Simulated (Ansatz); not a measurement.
# Mo: the cost of one run

Computed with Ansatz 0.2.0 (DFT PBEsol, scalar-relativistic, plane waves, PAW, unless a step's input says otherwise).

The COD entry's cell or inner coordinates are ideal or old and differ from later refinements, so a difference from it is no clean test against experiment.

1 further run of the same task is left out (set aside as unsound or not needed).

## Step 1: The starting structure

It takes space group Im-3m (No. 229, cubic). The conventional cell has a = 3.129 Å, b = 3.129 Å, c = 3.129 Å, α = 90.00°, β = 90.00°, γ = 90.00°. Around Mo (site symmetry m-3m) lie 8 Mo at 2.71 Å.

Coordinates:

```cif
data_structure
_symmetry_space_group_name_H-M 'Im-3m'
_symmetry_Int_Tables_number 229
_cell_length_a 3.1293
_cell_length_b 3.1293
_cell_length_c 3.1293
_cell_angle_alpha 90.000
_cell_angle_beta 90.000
_cell_angle_gamma 90.000
_cell_volume 30.64
loop_
_atom_site_label
_atom_site_type_symbol
_atom_site_symmetry_multiplicity
_atom_site_Wyckoff_symbol
_atom_site_fract_x
_atom_site_fract_y
_atom_site_fract_z
_atom_site_occupancy
Mo1 Mo 2 a 0.00000 0.00000 0.00000 1
```

This cell was relaxed beforehand with the same method: volume 15.32 Å³/atom, gap on the mesh none (metal).

## Step 2: Zero of the scan

Input file input.yaml:

```yaml
crystal:
  lattice:
    - [-1.5646534274, 1.5646534274, 1.5646534274]
    - [1.5646534274, -1.5646534274, 1.5646534274]
    - [1.5646534274, 1.5646534274, -1.5646534274]
  atoms:
    - { symbol: Mo, position: [0.0, 0.0, 0.0] }
basis:
  ecutwfc: 420
kpoints:
  mp_grid: { grid: [16, 16, 16] }
hamiltonian:
  xc: pbesol
scf:
  occupations: { method: gaussian, width: 0.15 }
output:
  forces: true
  stress: true
  eigenvalues: true
  write_density: true
  write_potential: true
  elf: true
  volumetric_format: npy
```

Launch:

```bash
ansatz run input.yaml --threads 1 --pin off --max-ram 2560MiB --backend cpu --events-out ev --progress --plain --runs-dir out
```

What time and memory should one allow on 1 thread of Intel Xeon 6975P-C (Granite Rapids), shared host?

About 1 s, with a peak of 0.35 GiB.
